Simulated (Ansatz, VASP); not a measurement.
## Cu: VASP beside Ansatz

INCAR

```
  PREC = Accurate
  ENCUT = 520
  EDIFF = 1E-6
  ISMEAR = -1
  SIGMA = 0.1
  LREAL = False
  LASPH = True
  NELM = 60
  ALGO = Normal
  ISIF = 2
  LWAVE = False
  LCHARG = True
  GGA = RE
  LELF = True
  LVHAR = True
  NBANDS = 18
```

File KPOINTS:

```
Automatic mesh
0
Gamma
  11 11 11
```

Contents of POSCAR:

```
Cu
1.0
    0.0000000000      2.7447024561      2.7447024561
    2.7447024561      0.0000000000      2.7447024561
    2.7447024561      2.7447024561      0.0000000000
Cu
2
Direct
    0.1250000000      0.1250000000      0.1250000000
    0.8750000000      0.8750000000      0.8750000000
```

Input for Ansatz:

```yaml
crystal:
  lattice:
    - [0.0, 2.7447024561, 2.7447024561]
    - [2.7447024561, 0.0, 2.7447024561]
    - [2.7447024561, 2.7447024561, 0.0]
  atoms:
    - { symbol: Cu, position: [0.125, 0.125, 0.125] }
    - { symbol: Cu, position: [0.875, 0.875, 0.875] }
hamiltonian:
  xc: revpbe
  pseudopotentials:
    kind: paw
    azcp:
      Cu: "pseudopotentials/Cu.paw.azcp"
basis:
  ecutwfc: 420
  fft_grid_basis: typed
kpoints:
  mp_grid: { grid: [11, 11, 11], shift: [0, 0, 0] }
magnetization:
  spin_polarized: false
scf:
  occupations: { method: fermi_dirac, width: 0.1 }
  lower_state_search: "off"
output:
  stress: true
```

Alike in both runs: task single point; functional revPBE; k mesh 11 × 11 × 11; occupations fermi-dirac, width 0.1 eV; no spin polarisation.

|  | VASP | Ansatz |
| --- | --- | --- |
| version | VASP 6.6.1 | Ansatz 0.2.0 |
| potentials or method | VASP PAW PBE potentials, release 64 (Cu) | plane waves (420 eV) with PAW, scalar-relativistic |
| plane-wave cutoff (eV) | 520 | 420 |
| valence electrons in the cell | 22 | 38 |

```csv
,VASP,Ansatz,Ansatz less VASP
pressure (GPa),-1.6,-1.7,-0.12
```

The two sets of potentials don't hold the same shells in valence.

Caveats: the PAW data sets were made with another functional, which shifts forces and pressure a little (VASP).
